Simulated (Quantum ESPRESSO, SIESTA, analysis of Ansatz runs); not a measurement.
**NaCl (Fm-3m):K_Na, a ladder of methods on one cell (SIESTA)**

Question: at which Fermi levels does K_Na in NaCl (Fm-3m) change its charge, and how much of the answer depends on the k-points? The model is a cell of 54 host atoms with 1 Na taken out and 1 K put in.

Calculated with SIESTA 5.4.2; SIESTA numerical-orbital DFT, PBEsol, DZP basis, PseudoDojo 0.4.1 potentials converted to PSML; charged supercells in a uniform background, point-charge correction with alignment at far sites.

## Step 1: The starting structure

The cell holds 54 atoms: 26 Na, 27 Cl and 1 K. Its edges and angles: a = 11.900 Å, b = 11.900 Å, c = 11.900 Å, α = 59.9°, β = 59.9°, γ = 59.9°. It derives from NaCl (space group Fm-3m). Nearest the centre at fractional (0.333, 0.667, 0.667): K35 at 0.00 Å, Cl16 at 2.80 Å, Cl28 at 2.80 Å, Cl18 at 2.80 Å, Cl12 at 2.80 Å, Cl30 at 2.80 Å, Cl34 at 2.80 Å, Na21 at 3.96 Å.

Coordinates:

```xyz
54
Lattice="0.0065 8.4148 8.4148 8.4148 0.0065 8.4148 8.4148 8.4148 0.0065" Properties=species:S:1:pos:R:3 pbc="T T T"
Na    0.0000    0.0000    0.0000
Cl    2.8060    2.8060    2.8060
Na    2.8049    2.8049    0.0022
Cl    5.6110    5.6110    2.8082
Na    5.6099    5.6099    0.0043
Cl    8.4159    8.4159    2.8103
Na    2.8049    0.0022    2.8049
Cl    5.6110    2.8082    5.6110
Na    5.6099    2.8071    2.8071
Cl    8.4159    5.6131    5.6131
Na    8.4148    5.6120    2.8093
Cl   11.2209    8.4181    5.6153
Na    5.6099    0.0043    5.6099
Cl    8.4159    2.8103    8.4159
Na    8.4148    2.8093    5.6120
Cl   11.2209    5.6153    8.4181
Na   11.2198    5.6142    5.6142
Cl   14.0258    8.4202    8.4202
Na    0.0022    2.8049    2.8049
Cl    2.8082    5.6110    5.6110
Na    2.8071    5.6099    2.8071
Cl    5.6131    8.4159    5.6131
Na    5.6120    8.4148    2.8093
Cl    8.4181   11.2209    5.6153
Na    2.8071    2.8071    5.6099
Cl    5.6131    5.6131    8.4159
Na    5.6120    5.6120    5.6120
Cl    8.4181    8.4181    8.4181
Na    8.4170    8.4170    5.6142
Cl   11.2230   11.2230    8.4202
Na    5.6120    2.8093    8.4148
Cl    8.4181    5.6153   11.2209
Na    8.4170    5.6142    8.4170
Cl   11.2230    8.4202   11.2230
K    11.2219    8.4191    8.4191
Cl   14.0279   11.2252   11.2252
Na    0.0043    5.6099    5.6099
Cl    2.8103    8.4159    8.4159
Na    2.8093    8.4148    5.6120
Cl    5.6153   11.2209    8.4181
Na    5.6142   11.2198    5.6142
Cl    8.4202   14.0258    8.4202
Na    2.8093    5.6120    8.4148
Cl    5.6153    8.4181   11.2209
Na    5.6142    8.4170    8.4170
Cl    8.4202   11.2230   11.2230
Na    8.4191   11.2219    8.4191
Cl   11.2252   14.0279   11.2252
Na    5.6142    5.6142   11.2198
Cl    8.4202    8.4202   14.0258
Na    8.4191    8.4191   11.2219
Cl   11.2252   11.2252   14.0279
Na   11.2241   11.2241   11.2241
Cl   14.0301   14.0301   14.0301
```

Screening for the image-charge correction: ε∞ = 2.57, ε0 = 5.87, from a response run on this crystal (DFPT, PBEsol, Quantum ESPRESSO) at that run's own cell.

The cell's shortest repeat is 11.9 Å.

The primitive cell was relaxed at this level beforehand, to 44.09 Å³.

The defect-free supercell was relaxed beforehand, from displaced atoms: they ended at most 0.01 Å from the sites they started about, so the symmetric structure holds.

## Step 2: Band edges

Levels are counted from the valence top, which comes from the unit cell, dense mesh; the energy of the host comes from the defect-free supercell at the defects' own k-points, so that the host's part of the sampling error cancels.

Input file host.fdf:

```
SystemName                      NaCl
SystemLabel                     host
NumberOfSpecies                 2
NumberOfAtoms                   2
%block ChemicalSpeciesLabel
  1   11 Na
  2   17 Cl
%endblock ChemicalSpeciesLabel
LatticeConstant                 1.0 Ang
%block LatticeVectors
     0.002156000     2.804943000     2.804943000
     2.804943000     0.002156000     2.804943000
     2.804943000     2.804943000     0.002156000
%endblock LatticeVectors
AtomicCoordinatesFormat         Fractional
%block AtomicCoordinatesAndAtomicSpecies
     0.000000000     0.000000000     0.000000000  1
     0.500000000     0.500000000     0.500000000  2
%endblock AtomicCoordinatesAndAtomicSpecies
%block kgrid.MonkhorstPack
   10   0   0  0.00
    0  10   0  0.00
    0   0  10  0.00
%endblock kgrid.MonkhorstPack
XC.Functional                   GGA
XC.Authors                      PBEsol
PAO.BasisSize                   DZP
PAO.EnergyShift                 0.005 Ry
Mesh.Cutoff                     300 Ry
OccupationFunction              FD
ElectronicTemperature           0.01 eV
MaxSCFIterations                150
SCF.MustConverge                true
SCF.Mixer.Method                Pulay
SCF.Mixer.Weight                0.2
SCF.Mixer.History               10
SCF.DM.Tolerance                1.0e-4
SCF.H.Tolerance                 1.0e-3 eV
WriteForces                     true
Charge.Mulliken                 end
```

Started as:

```
$ OMP_NUM_THREADS=1 siesta host.fdf > host.out
```

Log:

```text
Version         : 5.4.2

                           ***********************
                           *  WELCOME TO SIESTA  *
                           ***********************

[...]
reinit: Reading from file host.fdf

reinit: -----------------------------------------------------------------------
reinit: System Name: NaCl
reinit: -----------------------------------------------------------------------
reinit: System Label: host
reinit: -----------------------------------------------------------------------

initatom: Reading input for the pseudopotentials and atomic orbitals ----------
Species number:   1 Atomic number:   11 Label: Na
Species number:   2 Atomic number:   17 Label: Cl

[... pseudopotential checks and orbital generation ...]

prinput: Basis input

PAO.BasisType split

%block ChemicalSpeciesLabel
    1   11 Na                      # Species index, atomic number, species label
    2   17 Cl                      # Species index, atomic number, species label
%endblock ChemicalSpeciesLabel

%block PAO.Basis                 # Define Basis set
# WARNING: This information might be incomplete!
[...]
(Free)E + p*V (eV/cell)    -1689.9382
Target enthalpy (eV/cell)    -1689.9509
[...]
siesta: Final energy (eV):
siesta:  Band Struct. =    -381.369569
siesta:       Kinetic =     906.705212
siesta:       Hartree =     556.093853
siesta:         Exch. =    -284.136537
siesta:         Corr. =     -21.399691
siesta:   Exch.-corr. =    -305.536228
siesta:  Ion-electron =   -2052.274634
siesta:       Ion-ion =    -794.939146
siesta:         Total =   -1689.950942
siesta:         Fermi =      -7.664162
[...]
siesta: Stress tensor (static) (eV/Ang**3):
siesta:    -0.000289   -0.000182   -0.000182
siesta:    -0.000182   -0.000289   -0.000182
siesta:    -0.000182   -0.000182   -0.000289
[...]
siesta: Cell volume =         44.086041 Ang**3
[...]
siesta: Pressure (static):
siesta:                Solid            Molecule  Units
siesta:           0.00000314          0.00000314  Ry/Bohr**3
siesta:           0.00028870          0.00028870  eV/Ang**3
siesta:           0.46255386          0.46255386  kBar
[...]
mulliken: Qtot =       16.000

Mulliken Atomic Populations:
Atom #   charge [q] valence [e]  Species
     1     0.310334    8.689666  Na
     2    -0.310334    7.310334  Cl
 Total     0.000000

Job completed
```

It took 10 s on 1 MPI rank of Arm Neoverse V1, shared host; peak memory 0.2 GiB.

The gap at this level is 5.10 eV.

Test of the sampling: at one point at (¼, ¼, ¼) the host's energy lies 4 meV an atom above its value on the primitive cell's dense mesh, close enough for the relaxations.

(Continued in part 2 of 3.)

[Logs are printed without paths, hosts, clocks, repeated set-up lines and the standing remarks that a program may print on its own settings, such as how far it seeks lower states.]

[Hosts, paths, dates, database ids (printed as entryN), source tags and the programs' standing remarks are cut or masked in the printed files.]

[For some hosts the program warned that the k-mesh of the response run may be too coarse for force constants and the static dielectric constant; such warnings are not shown here.]

[Charge tables in the logs are Mulliken or Hirshfeld populations, whose sizes and signs can differ; where basis functions stand at a vacancy, SIESTA counts their charge against the missing atom's valence.]

[In relaxation paths of CP2K, step 0 can be the structure after the first move, since the trajectory file begins there, and the last row can be the final structure solved once more.]
